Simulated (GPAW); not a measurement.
# Pt (Fm-3m) in GPAW: further runs

Aim: see how the results for Pt move with the level of theory and the settings. Levels: PBE, PBEsol. Tasks: single point.

All numbers are computed with GPAW 26.7.0; they aren't measurements. Logs are shortened: lines on timing, memory, paths and dates and some standing lists are left out, and cuts for length are marked. The log counts tension as positive stress, the text compression.

## Step 1: Starting point

Symmetry: Fm-3m, No. 225, cubic system. Conventional cell: a = 3.922 Å, b = 3.922 Å, c = 3.922 Å, α = 90.00°, β = 90.00°, γ = 90.00°. Pt (site symmetry m-3m) is surrounded by 12 Pt at 2.77 Å.

## Step 2: Single point, PBE

Contents of run.py:

```python
from ase.dft.bandgap import bandgap
from ase.io import read, write
from ase.units import GPa
from gpaw import GPAW, PW

atoms = read('POSCAR')

calc = GPAW(mode=PW(600),
            xc='PBE',
            kpts={'size': (12, 12, 12), 'gamma': True},
            occupations={'name': 'methfessel-paxton', 'order': 0, 'width': 0.027000000000000003},
            nbands=17,
            convergence={'density': 1e-05, 'energy': 1e-05},
            maxiter=150,
            txt='gpaw.txt')
atoms.calc = calc
energy = atoms.get_potential_energy()
forces = atoms.get_forces()
stress = atoms.get_stress()
calc.write('gs.gpw')
write('result.traj', atoms)
print(f'Energy: {energy:.6f} eV')
print('Forces (eV/A):')
print(forces.round(4))
print('Stress (GPa):', (stress / GPa).round(3))
print('Fermi level:', round(calc.get_fermi_level(), 4), 'eV')
print(f'Gap: {bandgap(calc)[0]:.4f} eV, direct: {bandgap(calc, direct=True)[0]:.4f} eV')
```

Contents of POSCAR:

```
Pt
1.0
    0.0000000000      1.9609000000      1.9609000000
    1.9609000000      0.0000000000      1.9609000000
    1.9609000000      1.9609000000      0.0000000000
Pt
1
Direct
    0.0000000000      0.0000000000      0.0000000000
```

Potentials or basis: GPAW PAW data sets (gpaw-data 1.2.1), pw.

Launch:

```console
> OMP_NUM_THREADS=1 python run.py
```

gpaw.txt:

```text
__  _  _
 | _ |_)|_||  |
 |__||  | ||/\| - 26.7.0

Input parameters:
  mode=PW(ecut=600.0),
  convergence={'density': 1e-05, 'energy': 1e-05},
  kpts=MonkhorstPack(size=(12, 12, 12), gamma=True),
  maxiter=150,
  nbands=17,
  occupations=Occupations(name='methfessel-paxton', order=0, width=0.027000000000000003),
  xc=XC(name='PBE')

Diagonalizing LCAO Hamiltonian
Converting LCAO to pw mode

       Pt

Atoms  # Å, Bohr magnetons
|   | symbol |        x |        y |        z |    initial magnetic moments |
|---|--------|----------|----------|----------|-----------------------------|
| 0 |     Pt | 0.000000 | 0.000000 | 0.000000 | ( 0.0000,  0.0000,  0.0000) |

Unit cell  # Å
| periodic |        x |        y |        z |  lengths |    angles |
|----------|----------|----------|----------|----------|-----------|
|      yes | 0.000000 | 1.960900 | 1.960900 | 2.773131 | 60.000000 |
|      yes | 1.960900 | 0.000000 | 1.960900 | 2.773131 | 60.000000 |
|      yes | 1.960900 | 1.960900 | 0.000000 | 2.773131 | 60.000000 |

Number of symmetries: 48
Symmetry operations  # r_c * U_cc + t_c -> r_c
|    | kind |            matrix            |
|----|------|------------------------------|
|  0 |  σ   |  1, 0, 0,  1, 0,-1,  1,-1, 0 |
|  1 |  C2  |  1, 0, 0,  1,-1, 0,  1, 0,-1 |
|  2 |  E   |  1, 0, 0,  0, 1, 0,  0, 0, 1 |
|  3 |  σ   |  1, 0, 0,  0, 0, 1,  0, 1, 0 |
|  4 |  C4  |  1, 0,-1,  1, 0, 0,  1,-1, 0 |
|  5 |  S6  |  1, 0,-1,  1,-1, 0,  1, 0, 0 |
|  6 |  σ   |  1, 0,-1,  0, 1,-1,  0, 0,-1 |
|  7 |  C3  |  1, 0,-1,  0, 0,-1,  0, 1,-1 |
|  8 |  S6  |  1,-1, 0,  1, 0, 0,  1, 0,-1 |
|  9 |  C4  |  1,-1, 0,  1, 0,-1,  1, 0, 0 |
| 10 |  C3  |  1,-1, 0,  0,-1, 1,  0,-1, 0 |
| 11 |  σ   |  1,-1, 0,  0,-1, 0,  0,-1, 1 |
| 12 |  σ   |  0, 1, 0,  1, 0, 0,  0, 0, 1 |
| 13 |  C4  |  0, 1, 0,  0, 1,-1, -1, 1, 0 |
| 14 |  C3  |  0, 1, 0,  0, 0, 1,  1, 0, 0 |
| 15 |  S6  |  0, 1, 0, -1, 1, 0,  0, 1,-1 |
| 16 |  C2  |  0, 1,-1,  1, 0,-1,  0, 0,-1 |
| 17 |  σ   |  0, 1,-1,  0, 1, 0, -1, 1, 0 |
| 18 |  S4  |  0, 1,-1,  0, 0,-1,  1, 0,-1 |
| 19 |  C4  |  0, 1,-1, -1, 1, 0,  0, 1, 0 |
| 20 |  C3  |  0, 0, 1,  1, 0, 0,  0, 1, 0 |
| 21 |  σ   |  0, 0, 1,  0, 1, 0,  1, 0, 0 |
| 22 |  S6  |  0, 0, 1,  0,-1, 1, -1, 0, 1 |
| 23 |  C4  |  0, 0, 1, -1, 0, 1,  0,-1, 1 |
| 24 |  S4  |  0, 0,-1,  1, 0,-1,  0, 1,-1 |
| 25 |  C3  |  0, 0,-1,  0, 1,-1,  1, 0,-1 |
| 26 |  C2  |  0, 0,-1,  0,-1, 0, -1, 0, 0 |
| 27 |  S6  |  0, 0,-1, -1, 0, 0,  0,-1, 0 |
| 28 |  S4  |  0,-1, 1,  1,-1, 0,  0,-1, 0 |
| 29 |  C4  |  0,-1, 1,  0, 0, 1, -1, 0, 1 |
| 30 |  C2  |  0,-1, 1,  0,-1, 0,  1,-1, 0 |
| 31 |  σ   |  0,-1, 1, -1, 0, 1,  0, 0, 1 |
| 32 |  C3  |  0,-1, 0,  1,-1, 0,  0,-1, 1 |
| 33 |  S6  |  0,-1, 0,  0, 0,-1, -1, 0, 0 |
| 34 |  S4  |  0,-1, 0,  0,-1, 1,  1,-1, 0 |
| 35 |  C2  |  0,-1, 0, -1, 0, 0,  0, 0,-1 |
| 36 |  C2  | -1, 1, 0,  0, 1, 0,  0, 1,-1 |
| 37 |  S6  | -1, 1, 0,  0, 1,-1,  0, 1, 0 |
| 38 |  S4  | -1, 1, 0, -1, 0, 1, -1, 0, 0 |
| 39 |  C3  | -1, 1, 0, -1, 0, 0, -1, 0, 1 |
| 40 |  S6  | -1, 0, 1,  0, 0, 1,  0,-1, 1 |
| 41 |  C2  | -1, 0, 1,  0,-1, 1,  0, 0, 1 |
| 42 |  C3  | -1, 0, 1, -1, 1, 0, -1, 0, 0 |
| 43 |  S4  | -1, 0, 1, -1, 0, 0, -1, 1, 0 |
| 44 |  C2  | -1, 0, 0,  0, 0,-1,  0,-1, 0 |
| 45 |  i   | -1, 0, 0,  0,-1, 0,  0, 0,-1 |
| 46 |  σ   | -1, 0, 0, -1, 1, 0, -1, 0, 1 |
| 47 |  C2  | -1, 0, 0, -1, 0, 1, -1, 1, 0 |

BZ-sampling:
  Number of BZ points: 1728
  Number of IBZ points: 72

  Monkhorst-Pack size: [12, 12, 12]
  Monkhorst-Pack shift: [0.041666666666666664, 0.041666666666666664, 0.041666666666666664]

K-points  # in reciprocal-cell coordinates
|     |                                coordinates |     weight |
|-----|--------------------------------------------|------------|
|   0 | ( -0.00000000,  -0.00000000,  -0.00000000) | 0.00057870 |
|   1 | (  0.08333333,   0.08333333,  -0.00000000) | 0.00347222 |
|   2 | (  0.08333333,   0.08333333,   0.08333333) | 0.00462963 |
|   3 | (  0.16666667,   0.08333333,   0.08333333) | 0.00694444 |
|   4 | (  0.16666667,   0.16666667,  -0.00000000) | 0.00347222 |
|   5 | (  0.16666667,   0.16666667,   0.08333333) | 0.01388889 |
|   6 | (  0.16666667,   0.16666667,   0.16666667) | 0.00462963 |
|   7 | (  0.25000000,   0.16666667,   0.08333333) | 0.01388889 |
|   8 | (  0.25000000,   0.16666667,   0.16666667) | 0.01388889 |
|   9 | (  0.25000000,   0.25000000,  -0.00000000) | 0.00347222 |
| ... |                                            |            |
|  71 | (  0.50000000,   0.50000000,   0.50000000) | 0.00231481 |

Plane wave coefficients: 531
Cutoff: 600.0 eV

Spin-components: 1 (collinear spins)
Bands:           17
Projectors:      6
Spin-degeneracy: 2
Datatype:        complex128

Parallelization:
  kpt:    1
  domain: 1
  band:   1

Density:
  Valence electrons: 16.0
  Components: 1
  Grid points: [16 16 16]
  Charge: 0.0  # |e|

Potential:
  Grid points: [16 16 16]

species:
  Pt:
    name:    Platinum
    Z:       78.0
    valence: 16
    core:    62
    charge:  0.0  # [|e|]
    compensation charges:
      type: gauss
      rc: 0.41  # [Å]
      lmax: 2
    cutoffs:
      filter: 2.26  # [Å]
      core: 2.26  # [Å]
    projectors
    | kind |    occ | energy [eV] | rcut [Å] |
    |------|--------|-------------|----------|
    |   6s |  1.000 |      -5.628 |    1.307 |
    |   5p |  6.000 |     -56.051 |    1.371 |
    |   6p |  0.000 |      -0.845 |    1.371 |
    |   5d |  9.000 |      -6.153 |    1.307 |
    |    s |        |      21.583 |    1.307 |
    |    d |        |      21.058 |    1.307 |

    Using partial waves for Pt as LCAO basis

Reference energy: -500375.362767  # eV

eigensolver:
  PPCG
  Converge bands: occupied
  niter=2

density mixing:
  MSR1-Mixer
  Pratt-step length: 0.05
  Maximum mixing coefficient: 0.75
  Old densities: 10
  SVD Regularization: 0.005
  Good broyden scale: 1.0
  Trust region scale: 1.0
  Backstep threshold: 4.0
  History deletion threshold: 6.0
  Fourier metric: weight=20.0, sigma=0.015

occupation numbers:
  Methfessel-Paxton:
    width: 0.0270  # eV
    order: 0

poisson solver:
  ecut: 4800.0  # eV

xc functional:
  name: PBE with 2 nearest neighbor stencil

convergence criteria:
- Maximum integral of absolute [dens]ity change: 1e-05 electrons / valence electron
- Maximum [total energy] change in last 3 cyles: 1e-05 eV / valence electron
- Maximum integral of absolute [eigenst]ate change: 4e-08 eV^2 / valence electron
maximum number of iterations: 150

SCF iterations
|iter     | |      energy | eigst |  dens |
|---------|-|-------------|-------|-------|
|iter:   1| |   -6.848730 | +0.07 |       |
|iter:   2| |   -6.761740 | -2.95 | -1.20 |
|iter:   3| |   -6.426596 | -2.30 | -1.25 |
|iter:   4| |   -6.425223 | -3.77 | -2.29 |
|iter:   5| |   -6.425458 | -3.49 | -2.52 |
|iter:   6| |   -6.425458 | -5.97 | -3.56 |
|iter:   7| |   -6.425458c| -6.34 | -3.76 |
|iter:   8| |   -6.425458c| -8.17c| -4.75 |
|iter:   9| |   -6.425458c| -8.02c| -5.25c|

Converged in 9 steps
Energy contributions relative to reference atoms: (reference = -500375.362767)

Energy contributions:
  Kinetic:          -3.701763
  Coulomb:           2.184004
  Zero:             -0.547096
  External:          0.000000
  Xc:               -4.359726
  Entropy:          -0.001756
  Spinorbit:         0.000000
  ----------------------------
  Free energy:      -6.426336
  Extrapolated:     -6.425458

dipole moment: (-13.389109, -13.389109, -13.389109)  # |e|*Ang

Fermi level: 12.151
Eigenvalues  # (at kpt = [-0.000, -0.000, -0.000])
| band index |      eig [eV] | occ [0-2] |
|------------|---------------|-----------|
|          0 |       -40.427 |     2.000 |
|          1 |       -40.427 |     2.000 |
|          2 |       -40.427 |     2.000 |
|          3 |         2.026 |     2.000 |
|          4 |         8.375 |     2.000 |
|          5 |         8.375 |     2.000 |
[... 9 lines left out ...]
|         15 |        43.950 |     0.000 |
|         16 |        43.950 |     0.000 |

No gap
No difference between direct/indirect transitions

Forces  # eV/Ang
|       x |       y |        z |
|---------|---------|----------|
| 0.00000 | 0.00000 | -0.00000 |  # Pt   0

Stress tensor  # eV/Ang^3
|         x |         y |         z |
|-----------|-----------|-----------|
| -0.060661 |  0.000000 |  0.000000 |
|  0.000000 | -0.060661 | -0.000000 |
|  0.000000 | -0.000000 | -0.060661 |

# Writing to gs.gpw (mode='')
```

Wall time 12 s (1 thread of Arm Neoverse V1, shared host); peak memory 0.14 GiB.

Results:

```yaml
Free_energy: -6.4263 eV
Pressure: 9.7 GPa
Band_gap_on_the_k_mesh: none (metal or under the smearing width)
```

Levels at points of the mesh, in eV from the Fermi level:
```
           k point  band 6  band 7  band 8  band 9  band 10  band 11
(0.00, 0.00, 0.00)   -3.78   -3.78   -1.64   -1.64    15.08    20.14
(0.50, 0.50, 0.00)   -0.02    0.47    0.47    1.83     9.00    11.57
(0.50, 0.50, 0.50)   -3.84   -0.45    0.02    0.02     5.92    14.55
```

## Step 3: Single point, PBE

run.py: that of step 2 with these lines changed.

```diff
@@ -10,3 +10,3 @@
             kpts={'size': (12, 12, 12), 'gamma': True},
-            occupations={'name': 'methfessel-paxton', 'order': 0, 'width': 0.027000000000000003},
+            occupations={'name': 'methfessel-paxton', 'order': 0, 'width': 0.028000000000000004},
             nbands=17,
```

POSCAR is that of step 2.

Potentials or basis: GPAW PAW data sets (gpaw-data 1.2.1), pw.

Launch:

```console
> OMP_NUM_THREADS=1 python run.py
```

Run time: 12 s. Hardware: 1 thread of Arm Neoverse V1, shared host; peak memory 0.14 GiB.

Results (log left out):

| Property | Result |
| --- | --- |
| Free energy | -6.4264 eV |
| Pressure | 9.7 GPa |
| Band gap on the k mesh | none (metal or under the smearing width) |

Levels at points of the mesh, in eV from the Fermi level:
```
           k point  band 4  band 5  band 6  band 7  band 8  band 9  band 10  band 11  band 12  band 13
(0.00, 0.00, 0.00)  -10.12   -3.78   -3.78   -3.78   -1.64   -1.64    15.08    20.14    20.14    20.14
(0.50, 0.50, 0.00)   -7.03   -6.57   -0.02    0.47    0.47    1.83     9.00    11.57    11.57    20.09
(0.50, 0.50, 0.50)   -7.25   -3.84   -3.84   -0.45    0.02    0.02     5.92    14.55    19.52    19.52
```

The run has no spin-orbit coupling, so splittings on Pt are missing.

## Step 4: Single point, PBEsol

Contents of run.py:

```python
from ase import Atoms
from ase.dft.bandgap import bandgap
from ase.io import write
from ase.units import Bohr, GPa
from gpaw import GPAW, PW, setup_paths
from gpaw.elf import elf_from_dft_calculation

setup_paths.insert(0, '.')

atoms = Atoms(['Pt'],
              cell=[[0.0, 1.9609, 1.9609],
                    [1.9609, 0.0, 1.9609],
                    [1.9609, 1.9609, 0.0]],
              scaled_positions=[[0.0, 0.0, 0.0]],
              pbc=True)

calc = GPAW(mode=PW(600),
            xc='PBEsol',
            kpts={'size': (12, 12, 12), 'gamma': True},
            occupations={'name': 'methfessel-paxton', 'order': 0, 'width': 0.1},
            nbands=17,
            convergence={'density': 1e-05, 'energy': 1e-05},
            maxiter=150,
            txt='gpaw.txt')
atoms.calc = calc
energy = atoms.get_potential_energy()
forces = atoms.get_forces()
stress = atoms.get_stress()
calc.write('gs.gpw')
write('result.traj', atoms)
print(f'Energy: {energy:.6f} eV')
print('Forces (eV/A):')
print(forces.round(4))
print('Stress (GPa):', (stress / GPa).round(3))
print('Fermi level:', round(calc.get_fermi_level(), 4), 'eV')
print(f'Gap: {bandgap(calc)[0]:.4f} eV, direct: {bandgap(calc, direct=True)[0]:.4f} eV')

# fields on the real-space grid
write('density.cube', atoms, data=calc.get_pseudo_density() * Bohr**3)
write('potential.cube', atoms, data=calc.get_electrostatic_potential())
write('elf.cube', atoms, data=elf_from_dft_calculation(calc).data)
```

Potentials or basis: PAW data sets generated in the run's folder for this functional, pw.

Launch:

```console
> gpaw-setup -f PBEsol Pt
> OMP_NUM_THREADS=1 python run.py
```

gpaw.txt:

```text
__  _  _
 | _ |_)|_||  |
 |__||  | ||/\| - 26.7.0

Input parameters:
  mode=PW(ecut=600.0),
  convergence={'density': 1e-05, 'energy': 1e-05},
  kpts=MonkhorstPack(size=(12, 12, 12), gamma=True),
  maxiter=150,
  nbands=17,
  occupations=Occupations(name='methfessel-paxton', order=0, width=0.1),
  xc=XC(name='PBEsol')

Diagonalizing LCAO Hamiltonian
Converting LCAO to pw mode

       Pt

Atoms  # Å, Bohr magnetons
|   | symbol |        x |        y |        z |    initial magnetic moments |
|---|--------|----------|----------|----------|-----------------------------|
| 0 |     Pt | 0.000000 | 0.000000 | 0.000000 | ( 0.0000,  0.0000,  0.0000) |

Unit cell  # Å
| periodic |        x |        y |        z |  lengths |    angles |
|----------|----------|----------|----------|----------|-----------|
|      yes | 0.000000 | 1.960900 | 1.960900 | 2.773131 | 60.000000 |
|      yes | 1.960900 | 0.000000 | 1.960900 | 2.773131 | 60.000000 |
|      yes | 1.960900 | 1.960900 | 0.000000 | 2.773131 | 60.000000 |

Number of symmetries: 48
Symmetry operations  # r_c * U_cc + t_c -> r_c
|    | kind |            matrix            |
[... 170 lines left out ...]

Converged in 9 steps
Energy contributions relative to reference atoms: (reference = -500235.591001)

Energy contributions:
  Kinetic:          -7.944238
  Coulomb:           6.075518
  Zero:             -0.577389
  External:          0.000000
  Xc:               -4.850570
  Entropy:          -0.010489
  Spinorbit:         0.000000
  ----------------------------
  Free energy:      -7.307168
  Extrapolated:     -7.301923

dipole moment: (-13.426639, -13.426639, -13.426639)  # |e|*Ang

Fermi level: 11.981
Eigenvalues  # (at kpt = [-0.000, -0.000, -0.000])
| band index |      eig [eV] | occ [0-2] |
|------------|---------------|-----------|
|          0 |       -40.601 |     2.000 |
|          1 |       -40.601 |     2.000 |
|          2 |       -40.601 |     2.000 |
|          3 |         1.785 |     2.000 |
|          4 |         8.192 |     2.000 |
|          5 |         8.192 |     2.000 |
[... 9 lines left out ...]
|         15 |        43.743 |     0.000 |
|         16 |        43.743 |     0.000 |

No gap
No difference between direct/indirect transitions

Forces  # eV/Ang
|       x |       y |       z |
|---------|---------|---------|
| 0.00000 | 0.00000 | 0.00000 |  # Pt   0

Stress tensor  # eV/Ang^3
|        x |         y |         z |
|----------|-----------|-----------|
| 0.005908 |  0.000000 |  0.000000 |
| 0.000000 |  0.005908 | -0.000000 |
| 0.000000 | -0.000000 |  0.005908 |

# Writing to gs.gpw (mode='')
```

Wall time 15 s (1 thread of Arm Neoverse V1, shared host); peak memory 0.14 GiB.

Results:

| Item | Value |
| --- | --- |
| Free energy | -7.3072 eV |
| Pressure | -0.9 GPa |
| Band gap on the k mesh | none (metal or under the smearing width) |

Levels at points of the mesh, in eV from the Fermi level:
| k point | band 5 | band 6 | band 7 | band 8 | band 9 | band 10 | band 11 | band 12 |
| --- | --- | --- | --- | --- | --- | --- | --- | --- |
| (0.00, 0.00, 0.00) | -3.79 | -3.79 | -3.79 | -1.63 | -1.63 | 15.03 | 20.08 | 20.08 |
| (0.50, 0.50, 0.00) | -6.59 | 0.00 | 0.48 | 0.48 | 1.76 | 8.95 | 11.50 | 11.50 |
| (0.50, 0.50, 0.50) | -3.85 | -3.85 | -0.51 | 0.03 | 0.03 | 5.88 | 14.49 | 19.44 |

Spin-orbit coupling is left out, which matters for the levels of Pt.

## Step 5: Single point, PBEsol

run.py: that of step 4 with these lines changed.

```diff
@@ -3,5 +3,4 @@
 from ase.io import write
-from ase.units import Bohr, GPa
+from ase.units import GPa
 from gpaw import GPAW, PW, setup_paths
-from gpaw.elf import elf_from_dft_calculation
 
@@ -19,3 +18,3 @@
             kpts={'size': (12, 12, 12), 'gamma': True},
-            occupations={'name': 'methfessel-paxton', 'order': 0, 'width': 0.1},
+            occupations={'name': 'methfessel-paxton', 'order': 0, 'width': 0.02},
             nbands=17,
@@ -36,6 +35 @@
 print(f'Gap: {bandgap(calc)[0]:.4f} eV, direct: {bandgap(calc, direct=True)[0]:.4f} eV')
-
-# fields on the real-space grid
-write('density.cube', atoms, data=calc.get_pseudo_density() * Bohr**3)
-write('potential.cube', atoms, data=calc.get_electrostatic_potential())
-write('elf.cube', atoms, data=elf_from_dft_calculation(calc).data)
```

Launch:

```console
> gpaw-setup -f PBEsol Pt
> OMP_NUM_THREADS=1 python run.py
```

It took 15 s on 1 thread of Arm Neoverse V1, shared host; peak memory 0.14 GiB.

It converged, with:

```
Free energy            : -7.3006 eV
Pressure               : -1.0 GPa
Band gap on the k mesh : none (metal or under the smearing width)
```

Levels at points of the mesh, in eV from the Fermi level:
```
           k point  band 5  band 6  band 7  band 8  band 9  band 10  band 11  band 12
(0.00, 0.00, 0.00)   -3.79   -3.79   -3.79   -1.64   -1.64    15.03    20.08    20.08
(0.50, 0.50, 0.00)   -6.60   -0.01    0.47    0.47    1.76     8.94    11.49    11.49
(0.50, 0.50, 0.50)   -3.85   -3.85   -0.52    0.02    0.02     5.88    14.49    19.44
```

Spin-orbit coupling is left out, which matters for the levels of Pt.

## Step 6: Summary

| level | potentials or basis | smearing | gap on the mesh (eV) | pressure (GPa) |
| --- | --- | --- | --- | --- |
| PBE | GPAW PAW data sets (gpaw-data 1.2.1), pw | gaussian 0.027 eV | none | 9.7 |
| PBE | GPAW PAW data sets (gpaw-data 1.2.1), pw | gaussian 0.028 eV | none | 9.7 |
| PBEsol | PAW data sets generated in the run's folder for this functional, pw | gaussian 0.1 eV | none | -0.9 |
| PBEsol | PAW data sets generated in the run's folder for this functional, pw | gaussian 0.02 eV | none | -1.0 |

Alike in all rows: task single point; no spin polarisation; cell as given; k mesh 12 × 12 × 12; cutoff (eV) 600.

Total energies depend on the potentials used, so only differences within one code and one set of settings carry meaning.
